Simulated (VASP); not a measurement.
# W (Im-3m) in VASP: further runs

The runs below take W through relaxation of cell and atoms, with LDA.

Program: VASP 6.6.1. These are calculated values, not measurements. Logs are shortened: lines on timing, memory, paths and dates and some standing lists are left out, and cuts for length are marked.

## (1) Starting point

It takes space group Im-3m (No. 229, cubic). Conventional cell: a = 3.165 Å, b = 3.165 Å, c = 3.165 Å, α = 90.00°, β = 90.00°, γ = 90.00°. Around W (site symmetry m-3m) lie 8 W at 2.74 Å.

## (2) Relaxation of cell and atoms, LDA

INCAR

```
PREC = Accurate ; ENCUT = 600
EDIFF = 1E-6 ; ISMEAR = 1
SIGMA = 0.1 ; LREAL = False
LASPH = True ; NELM = 80
ALGO = Normal ; ISIF = 3
LWAVE = False ; LCHARG = False
GGA = CA ; IBRION = 2
NSW = 90 ; EDIFFG = -0.01
```

KPOINTS

```
regular mesh
0
Gamma
  16 16 16
```

POSCAR

```
W
1.0
   -1.5823450000      1.5823450000      1.5823450000
    1.5823450000     -1.5823450000      1.5823450000
    1.5823450000      1.5823450000     -1.5823450000
W
1
Direct
    0.0000000000      0.0000000000      0.0000000000
```

Potentials or basis: VASP PAW LDA potentials, release 64 (W_sv).

Started as:

```
$ cat potpaw_LDA.64/W_sv/POTCAR > POTCAR
$ mpirun -np 1 vasp_std > vasp.out
```

OUTCAR:

```text
PREC = Accurate
   ENCUT = 600
   EDIFF = 1E-6
   ISMEAR = 1
   LREAL = False
   LASPH = True
   NELM = 80
   ISIF = 3
   GGA = CA
   IBRION = 2
   NSW = 90
   EDIFFG = -0.01

 ion  position               nearest neighbor table
   1  0.000  0.000  0.000-

  LATTYP: Found a body centered cubic cell.
 ALAT       =     3.1646900000

  Lattice vectors:

 A1 = (  -1.5823450000,   1.5823450000,   1.5823450000)
 A2 = (   1.5823450000,  -1.5823450000,   1.5823450000)
 A3 = (   1.5823450000,   1.5823450000,  -1.5823450000)

Analysis of symmetry for initial positions (statically):
=====================================================================
 Subroutine PRICEL returns:
 Original cell was already a primitive cell.

 Routine SETGRP: Setting up the symmetry group for a
 body centered cubic supercell.

 Subroutine GETGRP returns: Found 48 space group operations
 (whereof 48 operations were pure point group operations)
 out of a pool of 48 trial point group operations.

The static configuration has the point symmetry O_h .

Analysis of symmetry for dynamics (positions and initial velocities):
=====================================================================
 Subroutine PRICEL returns:
 Original cell was already a primitive cell.

 Routine SETGRP: Setting up the symmetry group for a
 body centered cubic supercell.

 Subroutine GETGRP returns: Found 48 space group operations
 (whereof 48 operations were pure point group operations)
 out of a pool of 48 trial point group operations.

The dynamic configuration has the point symmetry O_h .

 Subroutine INISYM returns: Found 48 space group operations
 (whereof 48 operations are pure point group operations),
 and found     1 'primitive' translations

----------------------------------------------------------------------------------------

                                     Primitive cell

  volume of cell :      15.8476

  direct lattice vectors                    reciprocal lattice vectors
    -1.582345000  1.582345000  1.582345000     0.000000000  0.315986716  0.315986716
     1.582345000 -1.582345000  1.582345000     0.315986716  0.000000000  0.315986716
     1.582345000  1.582345000 -1.582345000     0.315986716  0.315986716  0.000000000

  length of vectors
     2.740701935  2.740701935  2.740701935     0.446872699  0.446872699  0.446872699

  position of ions in fractional coordinates (direct lattice)
     0.000000000  0.000000000  0.000000000

  ion indices of the primitive-cell ions
   primitive index   ion index
                 1           1

----------------------------------------------------------------------------------------

 KPOINTS: regular mesh

Automatic generation of k-mesh.
 Grid dimensions read from file:
 generate k-points for:   16   16   16

 Generating k-lattice:

  Cartesian coordinates                     Fractional coordinates (reciprocal lattice)
     0.000000000  0.019749170  0.019749170     0.062500000  0.000000000  0.000000000
     0.019749170  0.000000000  0.019749170     0.000000000  0.062500000  0.000000000
     0.019749170  0.019749170  0.000000000     0.000000000  0.000000000  0.062500000

  Length of vectors
     0.027929544  0.027929544  0.027929544

  Shift w.r.t. Gamma in fractional coordinates (k-lattice)
     0.000000000  0.000000000  0.000000000

 Subroutine IBZKPT returns following result:
 ===========================================

 Found    145 irreducible k-points:

 Following reciprocal coordinates:
            Coordinates               Weight
  0.000000  0.000000  0.000000      1.000000
  0.062500  0.000000  0.000000     12.000000
  0.125000  0.000000  0.000000     12.000000
  0.187500  0.000000  0.000000     12.000000
  0.250000  0.000000  0.000000     12.000000
  0.312500  0.000000  0.000000     12.000000
[... 16 lines left out ...]
  0.187500  0.187500  0.000000     24.000000
  0.250000  0.187500 -0.000000     48.000000
 [... further k-points ...]
   k-points           NKPTS =    145   k-points in BZ     NKDIM =    145   number of bands    NBANDS=     11
   number of dos      NEDOS =    301   number of ions     NIONS =      1
   total plane-waves  NPLWV =  13824
   dimension x,y,z NGX =    24 NGY =   24 NGZ =   24
   dimension x,y,z NGXF=    48 NGYF=   48 NGZF=   48
   ions per type =               1
   NGX,Y,Z   is equivalent  to a cutoff of  14.56, 14.56, 14.56 a.u.
   NGXF,Y,Z  is equivalent  to a cutoff of  29.12, 29.12, 29.12 a.u.
 SYSTEM =  unknown system
   PREC   = accura    normal or accurate (medium, high low for compatibility)
   ISTART =      0    job   : 0-new  1-cont  2-samecut
   ICHARG =      2    charge: 1-file 2-atom 10-const
   ISPIN  =      1    spin polarized calculation?
   LNONCOLLINEAR =      F non collinear calculations
   LSORBIT =      F    spin-orbit coupling
   LASPH  =      T    aspherical Exc in radial PAW
   ENCUT  =  600.0 eV  44.10 Ry    6.64 a.u.   5.47  5.47  5.47*2*pi/ulx,y,z
   NELM   =     80;   NELMIN=  2; NELMDL= -5     # of ELM steps
   EDIFF  = 0.1E-05   stopping-criterion for ELM
   LREAL  =      F    real-space projection
   EDIFFG = -.1E-01   stopping-criterion for IOM
   NSW    =     90    number of steps for IOM
   IBRION =      2    ionic relax: 0-MD 1-quasi-New 2-CG
   NFREE  =      1    steps in history (QN), initial steepest desc. (CG)
   ISIF   =      3    stress and relaxation
   ISYM   =      2    0-nonsym 1-usesym 2-fastsym
   POTIM  = 0.5000    time-step for ionic-motion
   TEBEG  =    0.0;   TEEND  =   0.0 temperature during run
   PSTRESS=    0.0 pullay stress
   NELECT =      14.0000    total number of electrons
   NUPDOWN=      -1.0000    fix difference up-down
   EMIN   =  10.00;   EMAX   =-10.00  energy-range for DOS
   EFERMI =   0.00;   METHOD = LEGACY
   ISMEAR =     1;   SIGMA  =   0.10  broadening in eV -4-tet -1-fermi 0-gaus
   EFERMI_NEDOS =   21; number of points for ismear=-14 and -15
   IALGO  =     38    algorithm
   IMIX   =      4    mixing-type and parameters
     AMIX     =   0.40;   BMIX     =  1.00
     AMIX_MAG =   1.60;   BMIX_MAG =  1.00
  volume/ion in A,a.u.               =      15.85       106.94
  Fermi-wavevector in a.u.,A,eV,Ry     =   1.570832  2.968442 33.572544  2.467512
  Thomas-Fermi vector in A             =   2.672506
   LORBIT       =      0    0 simple, 1 ext, 2 COOP (PROOUT), +10 PAW based schemes
   GGA     = CA    functional components
   LHFCALC =     F    Hartree Fock is set to
   AEXX    =    0.0000 exact exchange contribution
   IVDW    =     0    specifies the selected vdW correction
   LEPSILON=     F    determine dielectric tensor
   LRPA    =     F    only Hartree local field effects (RPA)
 conjugate gradient relaxation of ions
 non-spin polarized calculation
 Methfessel and Paxton  Order N= 1 SIGMA  =   0.10
  energy-cutoff  :      600.00
  volume of cell :       15.85
 maximum number of plane-waves:       543
 NGX is ok and might be reduce to    24
   NGX = 11   NGY = 11   NGZ = 11

--------------------------------------- Ionic step        1  -------------------------------------------

 number of electron      14.0000001 magnetization

 Free energy of the ion-electron system (eV)
  ---------------------------------------------------
  ext. energy  EPLUGINS =         0.00000000
  ---------------------------------------------------
  free energy    TOTEN  =       -14.10120976 eV

  energy without entropy =      -14.10039876  energy(sigma->0) =      -14.10093943

------------------------ aborting loop because EDIFF is reached ----------------------------------------

  FORCE on cell =-STRESS in cart. coord.  units (eV):
  Direction    XX          YY          ZZ          XY          YZ          ZX
  --------------------------------------------------------------------------------------
  -------------------------------------------------------------------------------------
  Total       -0.7266434     -0.7266434     -0.7266434      0.0000000      0.0000000     -0.0000000
  in kB      -73.4629489    -73.4629489    -73.4629489      0.0000000      0.0000000     -0.0000000
  external PRESSURE =     -73.4629489 kB  Pullay stress =       0.0000000 kB
[... 90 lines left out ...]
  energy  without entropy=      -14.1087939464  energy(sigma->0) =      -14.10927605

--------------------------------------- Ionic step        4  -------------------------------------------

 number of electron      14.0000000 magnetization

 Free energy of the ion-electron system (eV)
  ---------------------------------------------------
  ext. energy  EPLUGINS =         0.00000000
  ---------------------------------------------------
  free energy    TOTEN  =       -14.10953119 eV

  energy without entropy =      -14.10881319  energy(sigma->0) =      -14.10929185

 E-fermi :  11.6850     XC(G=0): -13.9583

 val. band max:       11.6781039876   @ k =  -0.2500   0.2500   0.1250
 cond. band min:      11.6850220619   @ k =  -0.3125   0.3125   0.1875
 fundamental gap:      0.0069180743
 Fermi energy:        11.6849565554

 k-point     1 :       0.0000    0.0000    0.0000
  band No.  band energies     occupation
      1     -62.0622      2.00000
      2     -25.8338      2.00000
      3     -25.8338      2.00000
      4     -25.8338      2.00000
      5       1.9858      2.00000
      6      10.3558      2.00000
      7      10.3558      2.00000
      8      10.3558      2.00000
      9      13.8978      0.00000
     10      13.8978      0.00000
     11      26.2814      0.00000
[... 309 lines left out ...]
 k-point    24 :       0.2500    0.1875   -0.0000
  band No.  band energies     occupation
      1     -61.9266      2.00000
      2     -26.9461      2.00000
      3     -26.2968      2.00000
      4     -25.9567      2.00000
      5       6.2738      2.00000
      6       8.4329      2.00000
      7       9.3303      2.00000
      8      13.2119     -0.00000
      9      14.7935      0.00000
     10      17.1440      0.00000
     11      24.4345      0.00000

 [... further k-points ...]
[... 5 lines left out ...]
  --------------------------------------------------------------------------------------
  -------------------------------------------------------------------------------------
  Total       -0.0057154     -0.0057154     -0.0057154     -0.0000000     -0.0000000     -0.0000000
  in kB       -0.5910685     -0.5910685     -0.5910685     -0.0000000     -0.0000000     -0.0000000
  external PRESSURE =      -0.5910685 kB  Pullay stress =       0.0000000 kB
[... 16 lines left out ...]
  FREE ENERGIE OF THE ION-ELECTRON SYSTEM (eV)
  ---------------------------------------------------
  free  energy   TOTEN  =       -14.1095311893 eV

  energy  without entropy=      -14.1088131860  energy(sigma->0) =      -14.10929185

 reached required accuracy - stopping structural energy minimisation
```

It took 38 s on 1 thread of AMD EPYC 9R14 (Zen 4), shared host; peak memory 0.14 GiB.

Results:

```
Free energy                            : -14.1095 eV
Relaxed volume                         : 15.49 Å³/atom
Relaxed cell                           : a = 2.720 Å, b = 2.720 Å, c = 2.720 Å, α = 109.47°, β = 109.47°, γ = 109.47°
Space group after relaxing (to 0.05 Å) : Im-3m (No. 229)
Energy gained by relaxing              : 8.3 meV/atom
Ionic steps                            : 4
Pressure after relaxing                : -0.1 GPa
Band gap on the k mesh                 : none (metal or under the smearing width)
```

The path:
| step | energy change (eV) | largest force (eV/Å) | pressure (GPa) | volume (Å³) |
| --- | --- | --- | --- | --- |
| 1 | 0.0000 | 0.0000 | -7.35 | 15.85 |
| 2 | 0.1166 | 0.0000 | 34.36 | 14.24 |
| 3 | -0.0083 | 0.0000 | -0.33 | 15.51 |
| 4 | -0.0083 | 0.0000 | -0.06 | 15.49 |

Final structure:
```cif
data_structure
_symmetry_space_group_name_H-M 'P 1'
_symmetry_Int_Tables_number 1
_cell_length_a 2.7201
_cell_length_b 2.7201
_cell_length_c 2.7201
_cell_angle_alpha 109.471
_cell_angle_beta 109.471
_cell_angle_gamma 109.471
_cell_volume 15.49
loop_
_atom_site_label
_atom_site_type_symbol
_atom_site_fract_x
_atom_site_fract_y
_atom_site_fract_z
_atom_site_occupancy
W1 W 0.00000 0.00000 0.00000 1
```

Levels at points of the mesh, in eV from the Fermi level:
| k point | band 3 | band 4 | band 5 | band 6 | band 7 | band 8 | band 9 | band 10 | band 11 |
| --- | --- | --- | --- | --- | --- | --- | --- | --- | --- |
| (0.00, 0.00, 0.00) | -37.52 | -37.52 | -9.70 | -1.33 | -1.33 | -1.33 | 2.21 | 2.21 | 14.60 |
| (0.50, 0.00, 0.00) | -37.98 | -37.53 | -6.44 | -3.73 | 0.89 | 2.13 | 3.12 | 6.31 | 11.59 |
| (0.50, 0.50, 0.50) | -38.50 | -38.50 | -6.07 | -6.07 | 5.28 | 5.28 | 5.28 | 8.51 | 8.51 |

## (3) Relaxation of cell and atoms, LDA

This run uses another cell than the first one, of 15.49 Å³/atom, 0.978 times its volume.

INCAR

```
PREC = Accurate ; ENCUT = 600
EDIFF = 1E-7 ; ISMEAR = 1
SIGMA = 0.1 ; LREAL = False
LASPH = True ; NELM = 80
ALGO = Normal ; ISIF = 3
LWAVE = False ; LCHARG = False
GGA = CA ; IBRION = 2
NSW = 90 ; EDIFFG = -0.005
```

KPOINTS is that of step 2.

POSCAR

```
W                                       
1.0
   -1.5704380492      1.5704380492      1.5704380492
    1.5704380492     -1.5704380492      1.5704380492
    1.5704380492      1.5704380492     -1.5704380492
  W             
     1
Direct
     1.0000000000000000    1.0000000000000000    1.0000000000000000
```

Potentials or basis: VASP PAW LDA potentials, release 64 (W_sv).

Started as:

```
$ cat potpaw_LDA.64/W_sv/POTCAR > POTCAR
$ mpirun -np 1 vasp_std > vasp.out
```

Run time: 15 s. Hardware: 1 thread of AMD EPYC 9R14 (Zen 4), shared host; peak memory 0.12 GiB.

It converged, with:

* Free energy: -14.1095 eV
* Pressure after relaxing: 0.0 GPa
* Band gap on the k mesh: none (metal or under the smearing width)

Final structure:
```xyz
1
Lattice="-1.5704 1.5704 1.5704 1.5704 -1.5704 1.5704 1.5704 1.5704 -1.5704" Properties=species:S:1:pos:R:3 pbc="T T T"
W     0.0000    0.0000    0.0000
```

Levels at points of the mesh, in eV from the Fermi level:
| k point | band 5 | band 6 | band 7 | band 8 | band 9 | band 10 |
| --- | --- | --- | --- | --- | --- | --- |
| (0.00, 0.00, 0.00) | -9.70 | -1.33 | -1.33 | -1.33 | 2.21 | 2.21 |
| (0.50, 0.00, 0.00) | -6.44 | -3.73 | 0.89 | 2.13 | 3.12 | 6.31 |
| (0.50, 0.50, 0.50) | -6.07 | -6.07 | 5.28 | 5.28 | 5.28 | 8.51 |

Caveat: the relaxation stopped at its first step, so nothing moved. Spin-orbit coupling is left out, which matters for the levels of W.
